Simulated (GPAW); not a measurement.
**MoS2: single point with LDA**

**Experimental background.**

From “Multiwavelength excitation Raman Scattering Analysis of bulk and 2 dimensional MoS2: Vibrational properties of atomically thin MoS2 layers”, 2015, arxiv:1506.03228, for a bulk crystal of MoS2 at 300 K: band gap 1.3 eV (indirect).

The system is MoS2.

```xyz
6
Lattice="3.1690 0.0000 0.0000 -1.5845 2.7444 0.0000 0.0000 0.0000 12.3240" Properties=species:S:1:pos:R:3 pbc="T T T"
Mo    1.5845    0.9148    9.2430
Mo    0.0000    1.8296    3.0810
S     1.5845    0.9148    4.6461
S     0.0000    1.8296   10.8081
S     1.5845    0.9148    1.5159
S     0.0000    1.8296    7.6779
```

| Quantity | Value |
| --- | --- |
| Program | GPAW 26.7.0 |
| Task | single point |
| Functional | LDA |
| Potentials or basis | the program's PAW data sets (release 1.2.1) made for this functional |
| Cutoff | 450 eV |
| Basis | pw |
| k mesh | 8 × 8 × 2 |
| Occupations | fermi-dirac, width 0.05 eV |
| Spin | no spin polarisation |

| Item | Value |
| --- | --- |
| Pressure | -6.3 GPa |
| Largest force | 0.526 eV/Å |
| Band gap on the k mesh | 0.90 eV, indirect (least direct gap 1.91 eV) |

Forces on the atoms (eV/Å):
```
Mo   0.000  0.000  0.000
Mo   0.000  0.000  0.000
S    0.000  0.000 -0.526
S    0.000  0.000 -0.524
S    0.000  0.000  0.524
S    0.000  0.000  0.526
```

Stress tensor (GPa, compression positive):
```
-6.43  0.00  0.00
 0.00 -6.43  0.00
 0.00  0.00 -6.10
```

Levels at points of the mesh, in eV from the valence-band top:
```
           k point  band 23  band 24  band 25  band 26  band 27  band 28  band 29  band 30
(0.00, 0.00, 0.00)    -2.12    -1.20    -1.16     0.00     2.08     2.08     2.11     2.11
(0.00, 0.00, 0.50)    -2.15    -2.15    -0.27    -0.27     2.08     2.08     2.08     2.08
(0.50, 0.50, 0.00)    -1.72    -1.52    -1.42    -1.29     1.55     1.60     1.93     2.21
(0.50, 0.50, 0.50)    -1.62    -1.62    -1.34    -1.34     1.57     1.57     2.08     2.08
```

Wall time 13 s on 1 thread of AMD EPYC 9R45 96-Core Processor (Zen 5) (shared host), peak memory 0.2 GiB.

Measured gap of MoS2: 1.3 eV (indirect; 300 K; “Multiwavelength excitation Raman Scattering Analysis of bulk and 2 dimensional MoS2: Vibrational properties of atomically thin MoS2 layers”, 2015, arxiv:1506.03228). This calculation gives 0.90 eV (-0.40 eV). Spin-orbit coupling on Mo is left out. The value is that of LDA on a finite k mesh, which can miss the band edges, without temperature or zero-point motion. Semilocal functionals fall short of measured gaps as a rule.

Caveat: the cutoff is short for stress and forces, so pressures can be off by a GPa or more.
